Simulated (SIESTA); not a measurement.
Crystal: Sn.

```
CELL_PARAMETERS angstrom
0.00000 3.23334 3.23334
3.23334 0.00000 3.23334
3.23334 3.23334 0.00000
ATOMIC_POSITIONS crystal
Sn 0.75000 0.75000 0.75000
Sn 0.50000 0.50000 0.50000
```

This isn't the form of Sn at room conditions, which is tetragonal (white tin).

- Program: SIESTA 5.4.2
- Task: relaxation of cell and atoms
- Functional: RPBE
- Potentials or basis: PseudoDojo 0.4 standard (PBE files)
- Basis: DZP (energy shift 0.002 Ry)
- Grid cutoff: 500 Ry
- Energy shift: 0.002 Ry
- k mesh: 7 × 7 × 7
- Occupations: fermi-dirac, width 0.05 eV
- Spin: no spin polarisation

At the start: pressure 6.2 GPa; volume 33.80 Å³/atom.

Q: How do energy, volume and symmetry change on relaxing?

A: Over 5 steps the energy falls by 82.0 meV/atom and the volume is 38.84 Å³/atom (+14.9 %); space group Fd-3m (No. 227, to 0.05 Å).

The path:
| step | energy change (eV) | largest force (eV/Å) | pressure (GPa) | volume (Å³) |
| --- | --- | --- | --- | --- |
| 1 | 0.0000 | 0.0002 | 6.15 | 67.61 |
| 2 | -0.0764 | 0.0004 | 4.25 | 69.98 |
| 3 | -0.1464 | 0.0006 | 1.74 | 73.88 |
| 4 | -0.1634 | 0.0006 | -0.25 | 78.27 |
| 5 | -0.1641 | 0.0005 | -0.04 | 77.68 |

Final structure:
```yaml
crystal:
  lattice:
    - [0.00062, 3.38690, 3.38690]
    - [3.38690, 0.00062, 3.38690]
    - [3.38690, 3.38690, 0.00062]
  atoms:
    - { symbol: Sn, position: [0.74999, 0.74999, 0.74999] }
    - { symbol: Sn, position: [0.50001, 0.50001, 0.50001] }
```

Caveat: semicore shells carry a single zeta, which can move pressures by several GPa and volumes by a few percent; the potentials were made for another functional, which shifts forces and pressure; the volume moved by +15 % from the deposited cell, more than functionals usually miss; the basis of atomic orbitals isn't converged, which shifts pressures, moduli and gaps.
